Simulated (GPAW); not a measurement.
Runs of GPAW 26.7.0 on Zr. Symmetry: P6_3/mmc, No. 194, hexagonal system. The conventional cell has a = 3.232 Å, b = 3.232 Å, c = 5.147 Å, α = 90.00°, β = 90.00°, γ = 120.00°. Around Zr (site symmetry -6m2) lie 12 Zr at 3.18 to 3.23 Å. 

```tsv
task	level	potentials or basis	spin	cell	k mesh	smearing	optimizer	fmax	max steps	convergence	band path	gap on the mesh (eV)	pressure (GPa)	relaxed volume (Å³/atom)
single point	PBE	GPAW PAW data sets (gpaw-data 1.2.1), pw	off	as given	9 × 9 × 5	gaussian 0.012 eV	-	-	-	-	-	none	0.2	-
relaxation of cell and atoms	RPBE+D4	the program's PAW data sets (release 1.2.1) made for this functional, pw	off	relaxed	9 × 9 × 5	fermi-dirac 0.05 eV	BFGS	0.02 eV/Å	100	density=1e-05 forces=0.0001	-	none	0.0	23.31
relaxation of cell and atoms	revPBE+D3(BJ)	the program's PAW data sets (release 1.2.1) made for this functional, pw	off	relaxed	9 × 9 × 5	fermi-dirac 0.05 eV	LBFGS	0.01 eV/Å	60	density=1e-05 forces=0.0001	-	none	0.0	(a)
band structure	r2SCAN	GPAW PAW data sets (gpaw-data 1.2.1), pw	off	as given	9 × 9 × 5	fermi-dirac 0.05 eV	-	-	-	-	GMKGALHA,LM,KH	-	0.7	-
relaxation of cell and atoms	BLYP	PAW data sets generated in the run's folder for this functional, pw	off	relaxed	9 × 9 × 5	fermi-dirac 0.05 eV	LBFGS	0.02 eV/Å	60	density=1e-05 forces=0.0001	-	none	-0.1	24.08
band structure	r2SCAN	GPAW PAW data sets (gpaw-data 1.2.1), pw	SOC, no magnetisation	as given	7 × 7 × 4	fermi-dirac 0.05 eV	-	-	-	-	GMKGALHA,LM,KH	-	(b)	-
single point	PBE	GPAW PAW data sets (gpaw-data 1.2.1), pw	off	as given	9 × 9 × 5	gaussian 0.013 eV	-	-	-	-	-	none	0.2	-
```

Alike in all rows: cutoff (eV) 600.

Problem. Fill in the values left out.

Solution. (a) 22.03; (b) 0.8.

Caveats: later steps reuse the first step's grids (some runs); pairwise dispersion overbinds metals, which lowers pressure and volume (some runs); the PAW data sets were made with another functional, which shifts forces and pressure a little (some runs); spin-orbit coupling was added after a scalar SCF, so levels and gaps hold it while energy, forces, pressure and moments don't (some runs); this program's spin-orbit splittings come out too wide for heavy elements (some runs).

A k mesh can miss the band edges, and rows without SOC leave out spin-orbit coupling on Zr.

A gap of «none» marks a metal or a gap under the smearing width.
